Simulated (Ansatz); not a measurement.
InPd: competing structures

All numbers below come from Ansatz, DFT PBE, scalar-relativistic, plane waves, PAW. Settings: cutoff 420 eV, Γ-centred meshes spaced at most about 0.3 Å⁻¹, and about 0.25 Å⁻¹ or finer for metals (2π included), Gaussian smearing. No spin polarisation.

Energies over the elements count from the elements' standard structures at the same level, with no fitted energy shifts.

These are static total energies at zero pressure. The comparison covers the computed candidates alone.

Invented guesses and database cells were relaxed alike, and ends that match in structure were merged. ΔE counts from the first row. Coordination counts all near atoms (those within 1.25 times the shortest distance at each site; a plus sign parts nearer from farther groups). The ends were matched against large subsets of the Crystallography Open Database and the Materials Project, so a missing match doesn't prove that a structure is unreported.

```
#                               reached from               type and space group  atoms  Å³/atom    coordination  ΔE (meV/atom)  gap on mesh (eV)       in databases
1                   a Materials Project cell  caesium chloride, Pm-3m (No. 221)      2     18.1  In 8+6, Pd 8+6              0              0.00  Materials Project
2  tenorite type (C2/c), changed on relaxing        CuPt (L1_1), R-3m (No. 166)      2     18.8  In 6+6, Pd 6+6            117              0.00           no match
3                           PrS type (Fm-3m)         rock salt, Fm-3m (No. 225)      2     20.7      In 6, Pd 6            226              0.00           no match
```

The lowest: Space group Pm-3m (No. 221), cubic, a = 3.305 Å. In is surrounded by 8 Pd at 2.86 Å and 6 In at 3.31 Å; around Pd lie 8 In at 2.86 Å and 6 Pd at 3.31 Å. Its energy over the elements is −0.49 eV/atom. A negative formation energy is needed for stability but isn't enough: competing phases decide. Materials Project cells can be hypothetical, and an observed structure of this formula, if there is one, may be missing.

Space group Pm-3m (No. 221). a = 3.305 Å, b = 3.305 Å, c = 3.305 Å, α = 90.00°, β = 90.00°, γ = 90.00°
| atom | site | symmetry | x | y | z |
| --- | --- | --- | --- | --- | --- |
| In | 1a | m-3m | 0.0000 | 0.0000 | 0.0000 |
| Pd | 1b | m-3m | 0.5000 | 0.5000 | 0.5000 |

The second: Space group R-3m (No. 166), trigonal, a = 3.180 Å, c = 12.856 Å. Around In lie 6 Pd at 2.82 Å and 6 In at 3.18 Å; around Pd lie 6 In at 2.82 Å and 6 Pd at 3.18 Å. Counting all near atoms, the first has In 8+6, Pd 8+6 and the second has In 6+6, Pd 6+6. Cells relaxed within their symmetry can be saddle points.

```
CELL_PARAMETERS angstrom
1.59024 0.91813 4.28520
-1.59024 0.91813 4.28520
0.00000 -1.83625 4.28520
ATOMIC_POSITIONS crystal
In 0.00000 0.00000 0.00000
Pd 0.50000 0.50000 0.50000
```

Some candidate types were left out of the draw beforehand, so a known form may be missing.
